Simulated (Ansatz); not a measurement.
## PbI₂: stiffness from a series of strains

```
CELL_PARAMETERS angstrom
4.55500 0.00000 0.00000
-2.27750 3.94475 0.00000
0.00000 0.00000 6.97700
ATOMIC_POSITIONS crystal
Pb 0.00000 0.00000 0.00000
I 0.33333 0.66667 0.26500
I 0.66667 0.33333 0.73500
```

Atoms are numbered in the order listed.

The cell is COD entry 9009114, as deposited and not checked against the literature; nothing was relaxed.

Spin–orbit coupling is left out, though it moves levels of the heavy atoms by tenths of an eV or more.

Theory: Ansatz 0.2.0, DFT, PBEsol, all-electron LAPW, scalar-relativistic.

The runs use a Γ-centred 8×8×5 k mesh, Fermi–Dirac smearing of 0.02 eV, basis error target 1 meV/atom, no spin polarisation.

The strain is applied along the Cartesian axes of the cell as listed (the other components stay zero). Fractional coordinates are held (clamped ions).

σ is the change of stress from the unstrained cell, which is at 0.06 GPa; tension is positive, so slopes are stress–strain coefficients at that pressure.

Only quantities that a quadratic follows smoothly over the whole series are listed; rougher ones are left out.

```
    εzz  σzz (GPa)  σxx (GPa)
-0.0200      -0.73      -0.50
-0.0100      -0.36      -0.24
 0.0000       0.00       0.00
 0.0200       0.69       0.44
```

(1) Fit the series and read off the stiffness at zero strain.

(2) One run, at εzz = 0.0100, is withheld. Predict its row.

Results:

(1) Least-squares fits y = p0 + p1 x + p2 x² to the rows give σzz (GPa): p1 = 35.5, p2 = -50; σxx (GPa): p1 = 23.5, p2 = -77. So C33 = 35 GPa and C13 = 23 GPa, for these axes.

(2) The fits give 0.35, 0.23; the run gave 0.35, 0.23.
